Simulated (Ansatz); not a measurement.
**Preparing HfO2 (P2_1/c) as a host crystal**

Before any defect goes in: HfO2 (P2_1/c) at rest, and how it screens a charge.

Method: plane-wave PAW DFT, PBEsol; relaxation of the host's cell and atoms; PAW set soft_1, in the first sound run; inputs show where later runs differ, in Ansatz 0.2.0.

## (1) Set-up

It takes space group P2_1/c (No. 14, monoclinic). Conventional cell: a = 5.094 Å, b = 5.151 Å, c = 5.276 Å, α = 90.00°, β = 99.56°, γ = 90.00°. Nearest to Hf lie 7 O at 2.03 to 2.24 Å. Nearest to O lie 4 Hf at 2.13 to 2.24 Å. Nearest to O lie 3 Hf at 2.03 to 2.13 Å. Farther neighbours and most contacts between anions are not listed.

## (2) Host cell relaxation

Cell and atoms are relaxed together, until forces and stress fall under their thresholds.

Contents of cell/input.yaml:

```yaml
crystal:
  lattice:
    - [5.094175, 0.0, 0.0]
    - [0.0, 5.1506447, 0.0]
    - [-0.876169, 0.0, 5.2029535]
  atoms:
    - { symbol: Hf, position: [0.27613578, 0.45806468, 0.70790733] }
    - { symbol: Hf, position: [0.72386422, 0.95806468, 0.79209267] }
    - { symbol: Hf, position: [0.72386422, 0.54193532, 0.29209267] }
    - { symbol: Hf, position: [0.27613578, 0.04193532, 0.20790733] }
    - { symbol: O, position: [0.44799782, 0.74252595, 0.97857799] }
    - { symbol: O, position: [0.55200218, 0.24252595, 0.52142201] }
    - { symbol: O, position: [0.55200218, 0.25747405, 0.02142201] }
    - { symbol: O, position: [0.44799782, 0.75747405, 0.47857799] }
    - { symbol: O, position: [0.06836078, 0.33075888, 0.34625278] }
    - { symbol: O, position: [0.93163922, 0.83075888, 0.15374722] }
    - { symbol: O, position: [0.93163922, 0.66924112, 0.65374722] }
    - { symbol: O, position: [0.06836078, 0.16924112, 0.84625278] }
basis:
  ecutwfc: 420
  xc_grid: 2
hamiltonian:
  xc: pbesol
  pseudopotentials: { kind: paw, azcp: { folder: soft_1 }, xc_functional: pbe }
kpoints:
  mp_grid: { grid: [6, 6, 6] }
scf:
  occupations: { method: fixed }
  max_iter: 100
relax:
  f_tol: 0.005
  max_steps: 60
  cell: {}
output:
  forces: true
  stress: true
checkpoint:
  write: "../cell.run"
  compress: false
  write_wavefunctions: false
  write_every: 100000
```

Command:

```
$ ansatz run input.yaml --threads 32 --pin off --max-ram 84787MiB --backend cpu --events-out ev --progress --plain --runs-dir out
```

Numbers of over 12 decimals in the logs are rounded to 6 here.

Log:

```text
[... repeated set-up lines and file paths are left out, and long positions are rounded to six places ...]
Engine: ansatz 0.2.0, aarch64-unknown-linux-gnu
Pseudopotentials: kind: paw
Pseudopotential: Hf, paw, valence charge 26, recommended cutoff 420 eV (normal), soft_1/Hf.paw.azcp
Pseudopotential: O, paw, valence charge 6, recommended cutoff 420 eV (normal), soft_1/O.paw.azcp
Functional definition: PBEsol
  exchange = pbesol_x
  correlation = pbesol_c
Crystal: 12 atoms, lattice volume = 136.517 Å³
Basis set: ecut = 420 eV, 2677 PW (Γ), exchange–correlation on 72×72×72 points (8 copies of the dense FFT grid, shifted against one another)
Bands: 92, of which v1, the nominal top of the filled ones, is band 76 counted from 1 (75 counted from 0)
Symmetry: 4 space group operations
Space group: P21/c (ITA 14), of the structure as read, at distance tolerance 5.1e-5 Å
k-points: 80 of 216
Non-local potential: Hf, projectors of the file, l = 0: 3, l = 1: 2, l = 2: 2, l = 3: 3
Non-local potential: O, projectors of the file, l = 0: 2, l = 1: 2, l = 2: 1
PAW form: soft (Blöchl's): semilocal exchange-correlation on the pseudo side does not see the compensation charge
PAW frozen core: Hf, regenerated for the run's functional, and the local potential with it (the file was generated under x = pbe(κ = 0.804, μ = 0.219515), c = pbe(β = 0.066725))
PAW frozen core: O, regenerated for the run's functional, and the local potential with it (the file was generated under x = pbe(κ = 0.804, μ = 0.219515), c = pbe(β = 0.066725))
PAW one-centre angular grid: Hf, 590 points (default); XC on 64 Gauss nodes
PAW one-centre angular grid: O, 110 points (default); XC on 64 Gauss nodes
Initial density: superposition of atomic densities (chi_scale 0.1, normalization cell, long waves kept (reshape's long-wave potential 0.02 eV rms))
Initial wavefunctions: pseudopotential atomic-orbital guess
Functional: x = pbesol(κ = 0.804, μ = 0.123457), c = pbesol(β = 0.046)
SCF iter   1: F=—  HF=-66907.276322 eV  |Δ(HF+E_count)|=         —  Δρ=9.31e-2  dr2=9.67e0  Hψ=20105
preconditioner: auto → Resta (q_TF=auto, 2.778 Å⁻¹)  ε∞=4.9  [insulator: Δε(μ)=3.037 eV  Ē_g=19.248 eV  n_scr=48 (ndim 8)  ℏωp=38.1 eV  f_vac=0.007  ε∞_Penn≈4.9]
SCF iter   2: F=—  HF=-66905.037303 eV  |Δ(HF+E_count)|=    2.24e0  Δρ=4.19e-2  dr2=2.25e0  Hψ=14446
[...]
SCF iter  11: F=-66904.250994 eV  HF=-66904.250994 eV  |Δ(HF+E_count)|=   1.63e-7  Δρ=3.42e-6  dr2=1.66e-8  Hψ=30154
SCF 1 converged in 11 iterations: F = -66904.250994 eV  dr2 = 1.66e-8
  greatest PAW one-centre occupation: 0.999 electrons in one spin orbital (limit 2), on the Hf atom at site 2 (counted from 0), in its partial waves of l = 3
relax step   1: F+E_penalty+E_count = -66904.25099370 eV  Δ(F+E_penalty+E_count) = +0.000e0 eV  max|allowed force component| = 1.530e-1 eV/Å  Δτ_max = 0.0000 Å  P = +1.784 GPa  Ω = 136.517 Å³  (11 SCF iters, dr2 threshold 1.00e-7 eV, accepted)
[... the SCF cycles and remarks between the steps are left out from here to the last step ...]
relax step   2: F+E_penalty+E_count = -66904.25417460 eV  Δ(F+E_penalty+E_count) = -3.181e-3 eV  max|allowed force component| = 4.125e-2 eV/Å  Δτ_max = 0.0070 Å  P = -0.336 GPa  Ω = 137.526 Å³  energy of the carried Pulay correction = -3.512e-3 eV  (7 SCF iters, dr2 threshold 1.20e-6 eV, accepted)
relax step   3: F+E_penalty+E_count = -66904.25546794 eV  Δ(F+E_penalty+E_count) = -1.293e-3 eV  max|allowed force component| = 1.814e-2 eV/Å  Δτ_max = 0.0037 Å  P = -0.118 GPa  Ω = 137.425 Å³  energy of the carried Pulay correction = -3.160e-3 eV  (5 SCF iters, dr2 threshold 5.72e-7 eV, accepted)
relax step   4: F+E_penalty+E_count = -66904.25729885 eV  Δ(F+E_penalty+E_count) = -1.831e-3 eV  max|allowed force component| = 2.235e-2 eV/Å  Δτ_max = 0.0251 Å  P = -0.033 GPa  Ω = 137.240 Å³  energy of the carried Pulay correction = -2.517e-3 eV  (7 SCF iters, dr2 threshold 1.23e-7 eV, accepted)
relax step   5: F+E_penalty+E_count = -66904.25800261 eV  Δ(F+E_penalty+E_count) = -7.038e-4 eV  max|allowed force component| = 1.420e-2 eV/Å  Δτ_max = 0.0217 Å  P = -0.077 GPa  Ω = 137.121 Å³  energy of the carried Pulay correction = -2.105e-3 eV  (7 SCF iters, dr2 threshold 3.12e-8 eV, accepted)
relax step   6: F+E_penalty+E_count = -66904.25822769 eV  Δ(F+E_penalty+E_count) = -2.251e-4 eV  max|allowed force component| = 1.887e-3 eV/Å  Δτ_max = 0.0060 Å  P = +0.002 GPa  Ω = 137.124 Å³  energy of the carried Pulay correction = -2.117e-3 eV  (5 SCF iters, dr2 threshold 1.80e-7 eV, accepted)
[...]
iter 1 solved again at ethr=2.67e-8 eV; its pass at ethr=3.10e-3 eV (dr2=4.06e-5 eV) is discarded
SCF iter   1: F=—  HF=-66904.260320 eV  |Δ(HF+E_count)|=         —  Δρ=1.44e-4  dr2=9.45e-7  Hψ=44716
[...]
SCF iter   2: F=—  HF=-66904.260391 eV  |Δ(HF+E_count)|=   7.10e-5  Δρ=7.32e-5  dr2=2.96e-7  Hψ=12633
SCF iter   3: F=—  HF=-66904.260422 eV  |Δ(HF+E_count)|=   3.12e-5  Δρ=1.19e-5  dr2=4.74e-8  Hψ=10939
SCF iter   4: F=—  HF=-66904.260422 eV  |Δ(HF+E_count)|=   5.17e-7  Δρ=1.94e-6  dr2=3.22e-9  Hψ=11533
SCF iter   5: F=—  HF=-66904.260422 eV  |Δ(HF+E_count)|=   1.25e-8  Δρ=8.92e-7  dr2=1.12e-9  Hψ=12921
SCF iter   6: F=—  HF=-66904.260422 eV  |Δ(HF+E_count)|=   1.11e-9  Δρ=4.12e-7  dr2=1.80e-10  Hψ=8510
SCF iter   7: F=-66904.260422 eV  HF=-66904.260422 eV  |Δ(HF+E_count)|=  3.20e-10  Δρ=1.52e-7  dr2=1.99e-11  Hψ=28197
SCF 7 converged in 7 iterations: F = -66904.260422 eV  dr2 = 1.99e-11
relax step   7: F+E_penalty+E_count = -66904.26042248 eV  Δ(F+E_penalty+E_count) = -2.195e-3 eV  max|allowed force component| = 2.017e-3 eV/Å  Δτ_max = 0.0000 Å  P = +0.032 GPa  Ω = 137.124 Å³  stress off target by 4.59e-2 GPa  SCF on the basis re-selected at this cell (its energy is not comparable with the rows above)  (7 SCF iters)
basis re-selected at this cell: Δ(F+E_penalty+E_count) = -2.195e-3 eV, ΔP = +0.030 GPa vs the last step (what re-selecting the basis moved, of the pressure what is left beyond the Pulay correction that the steps carried, after the strain that the cell walked [...]
SCF converged after 7 iterations
Free energy (F): -66904.260422 eV
Harris-Foulkes:  -66904.260422 eV  (|F-HF|=1.46e-11)
Internal energy: -66904.260422 eV  (E = F + TS)
E sigma→0 (E₀):  -66904.260422 eV
Fermi energy:    12.995814 eV
--- Per-component energies (eV) ---
  E_band       = -157.874554
  E_kinetic    = 2971.047470
  E_local      = -29481.912859  (includes V_loc(G=0)·N_el)
  E_nonlocal   = 705.731295
  E_hartree    = 14002.749980
  E_xc         = -1623.480972
  E_vxc        = -1743.989866  (∫ρ·V_xc dr)
  E_paw        = -31573.299689  (= ΣΔE_a)
  E_vpaw       = -614.256730  (= ΣTr[D̂ρ^β])
  E_aug_tail   = 0.006528  (compensation charges beyond the density's cutoff)
  E_ewald      = -21910.388703
  E_core_change = 5.286528  (= ΣΔE_core)
  E_smearing   = -0.000000  (= −TS)
  E_closure    = 0.000000  (closes the sum)
  Σ components = -66904.260422   (vs F -66904.260422, Δ=0.00e0)
--- Forces (eV/Å), atoms counted from 1 ---
  atom   1  Hf     0.00005037     0.00201716    -0.00041454
  atom   2  Hf    -0.00005037     0.00201716     0.00041454
  atom   3  Hf    -0.00005037    -0.00201716     0.00041454
  atom   4  Hf     0.00005037    -0.00201716    -0.00041454
  atom   5  O     -0.00093199     0.00022861     0.00002958
  atom   6  O      0.00093199     0.00022861    -0.00002958
  [... 6 more lines of this table ...]
  max |Σ_I F_I| component: 0.00e0 eV/Å
--- Stress (GPa, compression-positive) ---
        0.027246       0.000000      -0.005409
        0.000000       0.045878       0.000000
       -0.005409       0.000000       0.022463
  P = ⅓ Tr σ = 0.0319 GPa (0.319 kbar)
--- Relaxed structure (6 steps of the walk, 6 accepted, 1 SCFs on fresh bases) ---
  F+E_penalty+E_count = -66904.26042248 eV   max|allowed force component| = 2.017e-3 eV/Å   (the final SCF, on the basis selected at the relaxed cell)
  cell:  # Å, volume = 137.1243 Å³
    - [5.096062, 0.0, -0.00164836]
    - [0.0, 5.177531, 0.0]
    - [-0.878177, 0.0, 5.197337]
  atoms:
    - { symbol: Hf, position: [0.277155, 0.457022, 0.708187] }
    - { symbol: Hf, position: [0.722845, 0.957022, 0.791813] }
    - { symbol: Hf, position: [0.722845, 0.542978, 0.291813] }
    - { symbol: Hf, position: [0.277155, 0.042978, 0.208187] }
    - { symbol: O, position: [0.447132, 0.741797, 0.980022] }
    - { symbol: O, position: [0.552868, 0.241797, 0.519978] }
  [... 6 more lines of this table ...]
```

The job ended after 14 s (32 threads of Arm Neoverse V2, shared host; peak memory 2.3 GiB; 6.9 min of CPU time).

Relaxation path:

| step | energy less that of the first step (eV) | largest force component (eV/Å) | pressure (GPa) | volume (Å³) |
| --- | --- | --- | --- | --- |
| 1 | 0.0000 | 0.1530 | 1.78 | 136.52 |
| 2 | -0.0032 | 0.0412 | -0.34 | 137.53 |
| 3 | -0.0045 | 0.0181 | -0.12 | 137.42 |
| 4 | -0.0063 | 0.0223 | -0.03 | 137.24 |
| 5 | -0.0070 | 0.0142 | -0.08 | 137.12 |
| 6 | -0.0072 | 0.0019 | 0.00 | 137.12 |
| 7* | -0.0094 | 0.0020 | 0.03 | 137.12 |

Relaxation steps marked * repeat the geometry before them on a plane-wave basis chosen anew for their cell, so energy and pressure can jump there.

The run keeps the 4 symmetry operations that it works with, so distortions that break them were not tested.

| cell as run | before | after | change |
| --- | --- | --- | --- |
| a (Å) | 5.094 | 5.096 | +0.0 % |
| b (Å) | 5.151 | 5.178 | +0.5 % |
| c (Å) | 5.276 | 5.271 | -0.1 % |
| β (°) | 99.56 | 99.61 | +0.1 % |
| volume (Å³/atom) | 11.38 | 11.43 | +0.4 % |

The atoms that moved most (Å, as changes of fractional coordinates times the final cell):

| atom | dx | dy | dz | length |
| --- | --- | --- | --- | --- |
| O10 | -0.020 | 0.035 | 0.028 | 0.049 |
| O11 | -0.020 | -0.035 | 0.028 | 0.049 |
| O9 | 0.020 | 0.035 | -0.028 | 0.049 |
| O12 | 0.020 | -0.035 | -0.028 | 0.049 |
| O8 | -0.006 | 0.004 | 0.007 | 0.010 |
| O5 | -0.006 | -0.004 | 0.007 | 0.010 |
| O7 | 0.006 | 0.004 | -0.007 | 0.010 |
| O6 | 0.006 | -0.004 | -0.007 | 0.010 |

Numbers from this step:

| Property | Result |
| --- | --- |
| pressure | 0.03186 GPa |

The relaxation ends with a largest force component of 0.0020 eV/Å and a pressure of 0.03 GPa.

## (3) Dielectric tensors of the host

The response to a uniform electric field gives the electronic dielectric tensor.

This step: plane-wave PAW DFPT, PBEsol; dielectric tensors, Born charges and zone-centre modes of the host; PAW set soft_1 (Ansatz 0.2.0).

Contents of eps/input.yaml:

```yaml
crystal:
  lattice:
    - [5.0960620715, 0.0, -0.0016483557]
    - [0.0, 5.1775305436, 0.0]
    - [-0.8781771194, 0.0, 5.1973371285]
  atoms:
    - { symbol: Hf, position: [0.2771546276, 0.4570220761, 0.7081870593] }
    - { symbol: Hf, position: [0.7228453724, 0.9570220761, 0.7918129407] }
    - { symbol: Hf, position: [0.7228453724, 0.5429779239, 0.2918129407] }
    - { symbol: Hf, position: [0.2771546276, 0.0429779239, 0.2081870593] }
    - { symbol: O, position: [0.447131741, 0.7417965992, 0.9800218393] }
    - { symbol: O, position: [0.552868259, 0.2417965992, 0.5199781607] }
    - { symbol: O, position: [0.552868259, 0.2582034008, 0.0199781607] }
    - { symbol: O, position: [0.447131741, 0.7582034008, 0.4800218393] }
    - { symbol: O, position: [0.0712950624, 0.3374659056, 0.3407824343] }
    - { symbol: O, position: [0.9287049376, 0.8374659056, 0.1592175657] }
    - { symbol: O, position: [0.9287049376, 0.6625340944, 0.6592175657] }
    - { symbol: O, position: [0.0712950624, 0.1625340944, 0.8407824343] }
basis:
  ecutwfc: 420
hamiltonian:
  xc: pbesol
  pseudopotentials: { kind: paw, azcp: { folder: soft_1 }, xc_functional: pbe }
kpoints:
  mp_grid: { grid: [5, 5, 5] }
scf:
  occupations: { method: fixed }
  max_iter: 100
phonons:
  method: dfpt
  dielectric: true
  rigid_motions: translations
```

Log:

```text
[...]
Crystal: 12 atoms, lattice volume = 137.124 Å³
Basis set: ecut = 420 eV, 2689 PW (Γ), exchange–correlation on 72×72×72 points (8 copies of the dense FFT grid, shifted against one another)
Bands: 92, of which v1, the nominal top of the filled ones, is band 76 counted from 1 (75 counted from 0)
Symmetry: 4 space group operations
k-points: 63 of 125 (irreducible under 1 space group operation, time reversal used)
[...]
SCF iter   1: F=—  HF=-66907.278318 eV  |Δ(HF+E_count)|=         —  Δρ=9.33e-2  dr2=9.75e0  Hψ=16207
[...]
SCF iter   2: F=—  HF=-66905.030894 eV  |Δ(HF+E_count)|=    2.25e0  Δρ=4.16e-2  dr2=2.23e0  Hψ=11585
[...]
SCF iter  15: F=-66904.260385 eV  HF=-66904.260385 eV  |Δ(HF+E_count)|=  1.46e-11  Δρ=7.68e-8  dr2=6.46e-12  Hψ=32998
SCF 1 converged in 15 iterations: F = -66904.260385 eV  dr2 = 6.46e-12
[...]
NSCF: frozen V_eff on 9 k-points
DFPT response loops at Γ: preconditioner auto → Resta (q_TF=auto, 2.776 Å⁻¹)  ε∞=3.9 (no band partly filled); β = 1.00, the filter's whole step (`scf.mixing.beta` (0.50) is not read by the response loops at its default; [...]
── the response to a field inside a basis, on 6×6×6 k-points: an SCF that follows is theirs, and a resumed run solves both again ──
Bands: 77, of which v1, the nominal top of the filled ones, is band 76 counted from 1 (75 counted from 0)
k-points: 54 of 216
[...]
Eigensolver: Dense (54 Hₖ)
SCF iter   1: F=—  HF=-66903.978605 eV  |Δ(HF+E_count)|=         —  Δρ=5.73e-4  dr2=1.10e-4
[...]
SCF iter   5: F=-66903.978636 eV  HF=-66903.978636 eV  |Δ(HF+E_count)|=   2.36e-7  Δρ=9.53e-6  dr2=8.54e-8
SCF 1 converged in 5 iterations: F = -66903.978636 eV  dr2 = 8.54e-8
[...]
SCF converged after 15 iterations
[...]
246.25      1             0.2715
        249.50      1             0.0000
        249.86      1            16.8963
        309.66      1            63.3043
        324.39      1             0.0000
        325.38      1             0.0000
        331.22      1            26.1863
        343.08      1            36.8957
        376.31      1             0.0000
        385.35      1            42.3848
        390.98      1             0.0000
        400.53      1            28.4732
        482.18      1             0.0000
        489.64      1            13.4309
        500.51      1             0.0000
        501.82      1            19.8667
        537.93      1             0.0000
        557.07      1             0.0000
        591.46      1            13.4932
        617.07      1             0.0000
        641.22      1             0.0456
        651.68      1             0.0000
        718.58      1            15.6007
        755.51      1             0.0000
  optical modes at Γ + LO–TO along q̂ = [1.0000, 0.0000, 0.0000]:
      ω (cm⁻¹)  modes    IR ((D/Å)²/amu)
        116.31      1             0.0000
        126.95      1             0.0000
        129.57      1             0.0373
        130.17      1             0.0000
        143.74      1             0.0000
        162.96      1             0.0000
        179.02      1             0.8567
        238.21      1             0.0000
        244.96      1             5.4523
        246.95      1             1.3761
        249.50      1             0.0000
        249.86      1            16.8963
        324.39      1             0.0000
        325.38      1             0.0000
        331.04      1            22.1609
        343.08      1            36.8957
[...]
optical modes at Γ + LO–TO along q̂ = [0.0000, 1.0000, 0.0000]:
      ω (cm⁻¹)  modes    IR ((D/Å)²/amu)
[...]
optical modes at Γ + LO–TO along q̂ = [0.0000, 0.0000, 1.0000]:
      ω (cm⁻¹)  modes    IR ((D/Å)²/amu)
[...]
489.64      1            13.4309
        495.90      1            19.6809
        500.51      1             0.0000
        537.93      1             0.0000
        557.07      1             0.0000
        591.46      1            13.4932
        617.07      1             0.0000
        632.38      1            77.0506
        641.22      1             0.0456
        651.68      1             0.0000
        720.98      1            18.0888
        755.51      1             0.0000
```

The job ended after 90 s (32 threads; peak memory 4.8 GiB).

In the SCF lines HF is the Harris–Foulkes energy and dr2 the Hartree energy of the density residual, in eV; the loop may stop once dr2 is under the threshold and the program's other checks hold. Hψ counts applications of the Hamiltonian.

Electronic dielectric tensor:

```
5.04 0.00 0.14
0.00 5.07 0.00
0.14 0.00 4.75
```

Static dielectric tensor:

```
20.65  0.00  1.35
 0.00 18.84  0.00
 1.35  0.00 15.26
```

The principal values of the electronic dielectric tensor are 4.69, 5.07 and 5.10. The principal values of the static dielectric tensor are 14.94, 18.84 and 20.97.

(Continued in part 2 of 2.)

[Logs are printed without paths, hosts, clocks, repeated set-up lines and the standing remarks that a program may print on its own settings, such as how far it seeks lower states.]

[Hosts, paths, dates, database ids (printed as entryN), source tags and the programs' standing remarks are cut or masked in the printed files.]

[Runs of the host that timed out are not shown.]

[For some hosts the program warned that the k-mesh of the response run may be too coarse for force constants and the static dielectric constant; such warnings are not always shown.]
